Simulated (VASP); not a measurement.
# CuAu (P4/mmm) in VASP: notebook, part 2 of 2

VASP 6.6.1. The steps go on from the part before.

## Step 3: Band structure, RPBE+D3

The input, INCAR:

```
SYSTEM = CuAu
  ALGO = Fast
  EDIFF = 1E-6
  ENCUT = 520
  GGA = RP
  ISIF = 2
  ISMEAR = 1
  IVDW = 11
  LASPH = .True.
  LCHARG = .False.
  LMAXMIX = 4
  LREAL = .False.
  LWAVE = .False.
  NBANDS = 18
  NELM = 80
  PREC = Accurate
  SIGMA = 0.1
```

The input, KPOINTS:

```
k-points
0
Gamma
  9 9 7
  0 0 0
```

The input, POSCAR:

```
CuAu
1.0
    2.8107494552      0.0000000000      0.0000000000
    0.0000000000      2.8107494552      0.0000000000
    0.0000000000      0.0000000000      3.6850000000
Au Cu
1 1
Cartesian
    0.0000000000      0.0000000000      0.0000000000
    1.4053747276      1.4053747276      1.8425000000
```

The input, KPOINTS_OPT:

```
path GXMGZRAZ,XR,MA
20
line-mode
reciprocal
 0.0000000000  0.0000000000  0.0000000000  G
 0.0000000000  0.5000000000  0.0000000000  X

 0.0000000000  0.5000000000  0.0000000000  X
 0.5000000000  0.5000000000  0.0000000000  M

 0.5000000000  0.5000000000  0.0000000000  M
 0.0000000000  0.0000000000  0.0000000000  G

 0.0000000000  0.0000000000  0.0000000000  G
 0.0000000000  0.0000000000  0.5000000000  Z

 0.0000000000  0.0000000000  0.5000000000  Z
 0.0000000000  0.5000000000  0.5000000000  R

 0.0000000000  0.5000000000  0.5000000000  R
 0.5000000000  0.5000000000  0.5000000000  A

 0.5000000000  0.5000000000  0.5000000000  A
 0.0000000000  0.0000000000  0.5000000000  Z

 0.0000000000  0.5000000000  0.0000000000  X
 0.0000000000  0.5000000000  0.5000000000  R

 0.5000000000  0.5000000000  0.0000000000  M
 0.5000000000  0.5000000000  0.5000000000  A
```

Potentials or basis: VASP PAW PBE potentials, release 64 (Au, Cu).

Launch:

```sh
cat potpaw_PBE.64/Au/POTCAR potpaw_PBE.64/Cu/POTCAR > POTCAR
mpirun -np 1 vasp_std > vasp.out
```

OUTCAR:

```text
SYSTEM = CuAu
   EDIFF = 1E-6
   ENCUT = 520
   GGA = RP
   ISIF = 2
   ISMEAR = 1
   IVDW = 11
   LASPH = .True.
   LREAL = .False.
   NELM = 80
   PREC = Accurate
 IVDW          = 11

 ion  position               nearest neighbor table
   1  0.000  0.000  0.000-   2 2.71   2 2.71   2 2.71   2 2.71   2 2.71   2 2.71   2 2.71   2 2.71

   2  0.500  0.500  0.500-   1 2.71   1 2.71   1 2.71   1 2.71   1 2.71   1 2.71   1 2.71   1 2.71

  LATTYP: Found a simple tetragonal cell.
 ALAT       =     2.8107494552
 C/A-ratio  =     1.3110382333

  Lattice vectors:

 A1 = (   2.8107494552,   0.0000000000,   0.0000000000)
 A2 = (   0.0000000000,   2.8107494552,   0.0000000000)
 A3 = (   0.0000000000,   0.0000000000,   3.6850000000)

Analysis of symmetry for initial positions (statically):
=====================================================================
 Subroutine PRICEL returns:
 Original cell was already a primitive cell.

 Routine SETGRP: Setting up the symmetry group for a
 simple tetragonal supercell.

 Subroutine GETGRP returns: Found 16 space group operations
 (whereof 16 operations were pure point group operations)
 out of a pool of 16 trial point group operations.

The static configuration has the point symmetry D_4h.

Analysis of symmetry for dynamics (positions and initial velocities):
=====================================================================
 Subroutine PRICEL returns:
 Original cell was already a primitive cell.

 Routine SETGRP: Setting up the symmetry group for a
 simple tetragonal supercell.

 Subroutine GETGRP returns: Found 16 space group operations
 (whereof 16 operations were pure point group operations)
 out of a pool of 16 trial point group operations.

The dynamic configuration has the point symmetry D_4h.

 Subroutine INISYM returns: Found 16 space group operations
 (whereof 16 operations are pure point group operations),
 and found     1 'primitive' translations

----------------------------------------------------------------------------------------

                                     Primitive cell

  volume of cell :      29.1127

  direct lattice vectors                    reciprocal lattice vectors
     2.810749455  0.000000000  0.000000000     0.355776997  0.000000000  0.000000000
     0.000000000  2.810749455  0.000000000     0.000000000  0.355776997  0.000000000
     0.000000000  0.000000000  3.685000000     0.000000000  0.000000000  0.271370421

  length of vectors
     2.810749455  2.810749455  3.685000000     0.355776997  0.355776997  0.271370421

  position of ions in fractional coordinates (direct lattice)
     0.000000000  0.000000000  0.000000000
     0.500000000  0.500000000  0.500000000

  ion indices of the primitive-cell ions
   primitive index   ion index
                 1           1
                 2           2

----------------------------------------------------------------------------------------

 KPOINTS: k-points

Automatic generation of k-mesh.
 Grid dimensions read from file:
 generate k-points for:    9    9    7

 Generating k-lattice:

  Cartesian coordinates                     Fractional coordinates (reciprocal lattice)
     0.039530777  0.000000000  0.000000000     0.111111111  0.000000000  0.000000000
     0.000000000  0.039530777  0.000000000     0.000000000  0.111111111  0.000000000
     0.000000000  0.000000000  0.038767203     0.000000000  0.000000000  0.142857143

  Length of vectors
     0.039530777  0.039530777  0.038767203

  Shift w.r.t. Gamma in fractional coordinates (k-lattice)
     0.000000000  0.000000000  0.000000000

 Subroutine IBZKPT returns following result:
 ===========================================

 Found     60 irreducible k-points:

 Following reciprocal coordinates:
            Coordinates               Weight
  0.000000  0.000000  0.000000      1.000000
  0.111111  0.000000  0.000000      4.000000
  0.222222  0.000000  0.000000      4.000000
  0.333333  0.000000  0.000000      4.000000
  0.444444  0.000000  0.000000      4.000000
  0.111111  0.111111  0.000000      4.000000
[... 16 lines left out ...]
  0.333333  0.111111  0.142857     16.000000
  0.444444  0.111111  0.142857     16.000000
 [... further k-points ...]
   k-points           NKPTS =     60   k-points in BZ     NKDIM =     60   number of bands    NBANDS=     18
   number of dos      NEDOS =    301   number of ions     NIONS =      2
   total plane-waves  NPLWV =  16128
   dimension x,y,z NGX =    24 NGY =   24 NGZ =   28
   dimension x,y,z NGXF=    48 NGYF=   48 NGZF=   56
   ions per type =               1   1
   NGX,Y,Z   is equivalent  to a cutoff of  14.20, 14.20, 12.63 a.u.
   NGXF,Y,Z  is equivalent  to a cutoff of  28.39, 28.39, 25.26 a.u.
 SYSTEM =  CuAu
   PREC   = accura    normal or accurate (medium, high low for compatibility)
   ISTART =      0    job   : 0-new  1-cont  2-samecut
   ICHARG =      2    charge: 1-file 2-atom 10-const
   ISPIN  =      1    spin polarized calculation?
   LNONCOLLINEAR =      F non collinear calculations
   LSORBIT =      F    spin-orbit coupling
   LASPH  =      T    aspherical Exc in radial PAW
   ENCUT  =  520.0 eV  38.22 Ry    6.18 a.u.   5.23  5.23  6.85*2*pi/ulx,y,z
   NELM   =     80;   NELMIN=  2; NELMDL= -5     # of ELM steps
   EDIFF  = 0.1E-05   stopping-criterion for ELM
   LREAL  =      F    real-space projection
   EDIFFG = 0.1E-04   stopping-criterion for IOM
   NSW    =      0    number of steps for IOM
   IBRION =     -1    ionic relax: 0-MD 1-quasi-New 2-CG
   NFREE  =      0    steps in history (QN), initial steepest desc. (CG)
   ISIF   =      2    stress and relaxation
   ISYM   =      2    0-nonsym 1-usesym 2-fastsym
   POTIM  = 0.5000    time-step for ionic-motion
   TEBEG  =    0.0;   TEEND  =   0.0 temperature during run
   PSTRESS=    0.0 pullay stress
   NELECT =      22.0000    total number of electrons
   NUPDOWN=      -1.0000    fix difference up-down
   EMIN   =  10.00;   EMAX   =-10.00  energy-range for DOS
   EFERMI =   0.00;   METHOD = LEGACY
   ISMEAR =     1;   SIGMA  =   0.10  broadening in eV -4-tet -1-fermi 0-gaus
   EFERMI_NEDOS =   21; number of points for ismear=-14 and -15
   IALGO  =     68    algorithm
   IMIX   =      4    mixing-type and parameters
     AMIX     =   0.40;   BMIX     =  1.00
     AMIX_MAG =   1.60;   BMIX_MAG =  1.00
  volume/ion in A,a.u.               =      14.56        98.23
  Fermi-wavevector in a.u.,A,eV,Ry     =   1.491152  2.817868 30.253005  2.223533
  Thomas-Fermi vector in A             =   2.603843
   LORBIT       =      0    0 simple, 1 ext, 2 COOP (PROOUT), +10 PAW based schemes
   GGA     = RP    functional components
   LHFCALC =     F    Hartree Fock is set to
   AEXX    =    0.0000 exact exchange contribution
   IVDW    =    11    specifies the selected vdW correction
   LEPSILON=     F    determine dielectric tensor
   LRPA    =     F    only Hartree local field effects (RPA)
 non-spin polarized calculation
 RMM-DIIS sequential band-by-band and
 Methfessel and Paxton  Order N= 1 SIGMA  =   0.10
  energy-cutoff  :      520.00
  volume of cell :       29.11
 maximum number of plane-waves:       797
 NGX is ok and might be reduce to    24
   NGX = 11   NGY = 11   NGZ = 13

 number of electron      22.0000010 magnetization

 Free energy of the ion-electron system (eV)
  ---------------------------------------------------
  ext. energy  EPLUGINS =         0.00000000
  ---------------------------------------------------
  free energy    TOTEN  =        -5.97457549 eV

  energy without entropy =       -5.97431845  energy(sigma->0) =       -5.97448981

 E-fermi :   8.8298     XC(G=0): -12.5582

 val. band max:        8.7776145994   @ k =   0.1111   0.1111   0.2857
 cond. band min:       8.8547288457   @ k =   0.3333   0.1111   0.4286
 fundamental gap:      0.0771142463
 Fermi energy:         8.8297503356

 k-point     1 :       0.0000    0.0000    0.0000
  band No.  band energies     occupation
      1      -0.8875      2.00000
      2       2.2470      2.00000
      3       2.3995      2.00000
      4       4.7868      2.00000
      5       4.7868      2.00000
      6       5.8412      2.00000
[... 10 lines left out ...]
     17      25.6829      0.00000
     18      26.2260      0.00000
[... 466 lines left out ...]
      2       2.9266      2.00000
      3       3.6515      2.00000
      4       3.9726      2.00000
      5       4.7959      2.00000
      6       5.4023      2.00000
[... 10 lines left out ...]
     17      23.8845      0.00000
     18      24.5706      0.00000

 [... further k-points ...]

------------------------ aborting loop because EDIFF is reached ----------------------------------------

 Edisp (eV)   -2.20027

 E8    (eV) :    -0.6067

  FORCE on cell =-STRESS in cart. coord.  units (eV):
  Direction    XX          YY          ZZ          XY          YZ          ZX
  --------------------------------------------------------------------------------------
  -------------------------------------------------------------------------------------
  Total       1.01983     1.01983     1.20696     0.00000     0.00000    -0.00000
  in kB      56.12482    56.12482    66.42347     0.00000     0.00000    -0.00000
  external pressure =       59.56 kB  Pullay stress =        0.00 kB

 VOLUME and BASIS-vectors are now :
 -----------------------------------------------------------------------------
  energy-cutoff  :      520.00
  volume of cell :       29.11
      direct lattice vectors                 reciprocal lattice vectors
     2.810749455  0.000000000  0.000000000     0.355776997  0.000000000  0.000000000
     0.000000000  2.810749455  0.000000000     0.000000000  0.355776997  0.000000000
     0.000000000  0.000000000  3.685000000     0.000000000  0.000000000  0.271370421

 POSITION                                       TOTAL-FORCE (eV/Angst)
 -----------------------------------------------------------------------------------
      0.00000      0.00000      0.00000         0.000000      0.000000      0.000000
      1.40537      1.40537      1.84250         0.000000      0.000000      0.000000
 -----------------------------------------------------------------------------------
    total drift:                                0.000000      0.000000     -0.000000

  FREE ENERGIE OF THE ION-ELECTRON SYSTEM (eV)
  ---------------------------------------------------
  free  energy   TOTEN  =        -8.1748483031 eV

  energy  without entropy=       -8.1745912613  energy(sigma->0) =       -8.17476262
```

Wall time 2.6 min (1 thread of AMD EPYC, shared host); peak memory 0.16 GiB.

What came out:

```
Free energy                : -8.1748 eV
Pressure                   : 6.0 GPa
Band gap along the path    : none (metal or under the smearing width)
Dispersion energy per atom : -1.100 eV
```

Stress tensor (GPa, compression positive):
```
5.61 0.00 0.00
0.00 5.61 0.00
0.00 0.00 6.64
```

Levels at the corners of the path, in eV from the Fermi level:
```tsv
point	band 9	band 10	band 11	band 12	band 13	band 14
Γ	-1.67	-1.44	-1.44	2.16	8.09	10.09
X	-2.36	-2.15	-0.82	-0.13	9.46	9.53
X	-2.36	-2.15	-0.82	-0.13	9.46	9.53
M	-1.35	-1.35	0.72	0.72	5.18	6.95
M	-1.35	-1.35	0.72	0.72	5.18	6.95
Γ	-1.67	-1.44	-1.44	2.16	8.09	10.09
Γ	-1.67	-1.44	-1.44	2.16	8.09	10.09
Z	-2.30	-2.28	-2.28	-1.94	14.35	14.63
Z	-2.30	-2.28	-2.28	-1.94	14.35	14.63
R	-1.56	-1.53	-1.00	-1.00	2.71	4.46
R	-1.56	-1.53	-1.00	-1.00	2.71	4.46
A	-1.65	-1.60	5.48	5.54	5.54	6.23
A	-1.65	-1.60	5.48	5.54	5.54	6.23
Z	-2.30	-2.28	-2.28	-1.94	14.35	14.63
X	-2.36	-2.15	-0.82	-0.13	9.46	9.53
R	-1.56	-1.53	-1.00	-1.00	2.71	4.46
M	-1.35	-1.35	0.72	0.72	5.18	6.95
A	-1.65	-1.60	5.48	5.54	5.54	6.23
```

Caveat: the PAW data sets were made with another functional, which shifts forces and pressure a little; spin-orbit coupling is left out, which moves the levels of the heavy elements; pairwise dispersion overbinds metals, which lowers pressure and volume.

## Step 4: Equation of state, PBE+D3(BJ), 13.79 Å³/atom (a relaxed cell with its volume scaled by 0.96)

The input, INCAR:

```
PREC     = Accurate       # precision mode
ENCUT    = 520            # plane-wave cutoff, eV
EDIFF    = 1E-6           # SCF threshold, eV
ISMEAR   = -1             # smearing method
SIGMA    = 0.05           # smearing width, eV
LREAL    = F              # projectors in reciprocal space
LASPH    = T              # aspherical terms in the spheres
NELM     = 60             # most SCF steps
ALGO     = Fast           # electronic algorithm
ISIF     = 2              # what is computed and relaxed
LWAVE    = F              # write WAVECAR
LCHARG   = F              # write CHGCAR
GGA      = PE             # functional
IVDW     = 12             # dispersion correction
```

The input, KPOINTS:

```
regular mesh
0
Gamma
  8 8 6
```

The input, POSCAR:

```
CuAu                                    
1.0
    2.8734732343     -0.0000000000      0.0000000000
    0.0000000000      2.8734732343     -0.0000000000
   -0.0000000000     -0.0000000000      3.3411550576
  Au              Cu            
     1     1
Direct
     0.0000000000000000    0.0000000000000000    0.0000000000000000
     0.5000000000000000    0.5000000000000000    0.5000000000000000
```

Launch:

```sh
cat potpaw_PBE.64/Au/POTCAR potpaw_PBE.64/Cu/POTCAR > POTCAR
mpirun -np 1 vasp_std > vasp.out
```

Run time: 27 s. Hardware: 1 thread of Intel Xeon Platinum 8259CL at 2.50GHz (Skylake/Cascade Lake), shared host; peak memory 0.17 GiB.

Results (log left out):

* Free energy: -8.2562 eV
* Pressure: 7.1 GPa
* Band gap on the k mesh: none (metal or under the smearing width)
* Dispersion energy per atom: -0.648 eV

Caveat: pairwise dispersion overbinds metals, which lowers pressure and volume.

## Step 5: Equation of state, PBE+D3(BJ), 14.08 Å³/atom (a relaxed cell with its volume scaled by 0.98)

INCAR is that of step 4.

KPOINTS is that of step 4.

The input, POSCAR:

```
CuAu                                    
1.0
    2.8932909173     -0.0000000000      0.0000000000
    0.0000000000      2.8932909173     -0.0000000000
   -0.0000000000     -0.0000000000      3.3641982344
  Au              Cu            
     1     1
Direct
     0.0000000000000000    0.0000000000000000    0.0000000000000000
     0.5000000000000000    0.5000000000000000    0.5000000000000000
```

Launch:

```sh
cat potpaw_PBE.64/Au/POTCAR potpaw_PBE.64/Cu/POTCAR > POTCAR
mpirun -np 1 vasp_std > vasp.out
```

Run time: 26 s. Hardware: 1 thread of Intel Xeon Platinum 8259CL at 2.50GHz (Skylake/Cascade Lake), shared host; peak memory 0.17 GiB.

It converged, with:

```
Free energy                : -8.2740 eV
Pressure                   : 3.2 GPa
Band gap on the k mesh     : none (metal or under the smearing width)
Dispersion energy per atom : -0.634 eV
```

Caveat: pairwise dispersion overbinds metals, which lowers pressure and volume.

## Step 6: Equation of state, PBE+D3(BJ), 14.37 Å³/atom

INCAR is that of step 5.

KPOINTS is that of step 5.

The input, POSCAR:

```
CuAu                                    
1.0
    2.9128407733     -0.0000000000      0.0000000000
    0.0000000000      2.9128407733     -0.0000000000
   -0.0000000000     -0.0000000000      3.3869299931
  Au              Cu            
     1     1
Direct
     0.0000000000000000    0.0000000000000000    0.0000000000000000
     0.5000000000000000    0.5000000000000000    0.5000000000000000
```

Potentials or basis: VASP PAW PBE potentials, release 64 (Au, Cu).

Launch:

```sh
cat potpaw_PBE.64/Au/POTCAR potpaw_PBE.64/Cu/POTCAR > POTCAR
mpirun -np 1 vasp_std > vasp.out
```

Wall time 28 s (1 thread of Intel Xeon Platinum 8259CL at 2.50GHz (Skylake/Cascade Lake), shared host); peak memory 0.17 GiB.

Results (log left out):

```yaml
Free_energy: -8.2787 eV
Pressure: -0.7 GPa
Band_gap_on_the_k_mesh: none (metal or under the smearing width)
Dispersion_energy_per_atom: -0.621 eV
```

Caveat: pairwise dispersion overbinds metals, which lowers pressure and volume.

## Step 7: Equation of state, PBE+D3(BJ), 14.66 Å³/atom (a relaxed cell with its volume scaled by 1.02)

INCAR is that of step 6.

KPOINTS is that of step 6.

The input, POSCAR:

```
CuAu                                    
1.0
    2.9321316718     -0.0000000000      0.0000000000
    0.0000000000      2.9321316718     -0.0000000000
   -0.0000000000     -0.0000000000      3.4093606468
  Au              Cu            
     1     1
Direct
     0.0000000000000000    0.0000000000000000    0.0000000000000000
     0.5000000000000000    0.5000000000000000    0.5000000000000000
```

Launch:

```sh
cat potpaw_PBE.64/Au/POTCAR potpaw_PBE.64/Cu/POTCAR > POTCAR
mpirun -np 1 vasp_std > vasp.out
```

It took 29 s on 1 thread of Intel Xeon Platinum 8259CL at 2.50GHz (Skylake/Cascade Lake), shared host; peak memory 0.17 GiB.

It converged, with:

```yaml
Free_energy: -8.2720 eV
Pressure: -3.6 GPa
Band_gap_on_the_k_mesh: none (metal or under the smearing width)
Dispersion_energy_per_atom: -0.608 eV
```

Caveat: pairwise dispersion overbinds metals, which lowers pressure and volume.

## Step 8: Equation of state, PBE+D3(BJ), 14.94 Å³/atom (a relaxed cell with its volume scaled by 1.04)

INCAR is that of step 7.

KPOINTS is that of step 7.

The input, POSCAR:

```
CuAu                                    
1.0
    2.9511720213     -0.0000000000      0.0000000000
    0.0000000000      2.9511720213     -0.0000000000
   -0.0000000000     -0.0000000000      3.4314999726
  Au              Cu            
     1     1
Direct
     0.0000000000000000    0.0000000000000000    0.0000000000000000
     0.5000000000000000    0.5000000000000000    0.5000000000000000
```

Launch:

```sh
cat potpaw_PBE.64/Au/POTCAR potpaw_PBE.64/Cu/POTCAR > POTCAR
mpirun -np 1 vasp_std > vasp.out
```

Run time: 27 s. Hardware: 1 thread of Intel Xeon Platinum 8259CL at 2.50GHz (Skylake/Cascade Lake), shared host; peak memory 0.17 GiB.

Results (log left out):

```yaml
Free_energy: -8.2552 eV
Pressure: -6.1 GPa
Band_gap_on_the_k_mesh: none (metal or under the smearing width)
Dispersion_energy_per_atom: -0.596 eV
```

Caveat: pairwise dispersion overbinds metals, which lowers pressure and volume.

## Step 9: Equation of state, PBE+D3(BJ)

This run uses another cell than the first one, of 14.37 Å³/atom, 0.987 times its volume.

Potentials or basis: VASP PAW PBE potentials, release 64 (Au, Cu).

No new run: the results of the series are fitted here.

What came out:

```yaml
Equilibrium_volume: 14.34 Å³/atom
Bulk_modulus_at_fixed_shape_and_positions: 162 GPa
Pressure_derivative_of_the_bulk_modulus: "5.4 (rough: it moves with the points fitted)"
```

Energy against volume, from the lowest point:
| volume (Å³/atom) | energy (meV/atom) |
| --- | --- |
| 13.794 | 11.27 |
| 14.081 | 2.38 |
| 14.368 | 0.00 |
| 14.656 | 3.37 |
| 14.943 | 11.79 |

Caveat: the cell was scaled at fixed shape and fractional positions, which overstates the stiffness of a crystal with free parameters, most of all of layers and chains. Spin-orbit coupling is left out, which matters for the levels of Au.
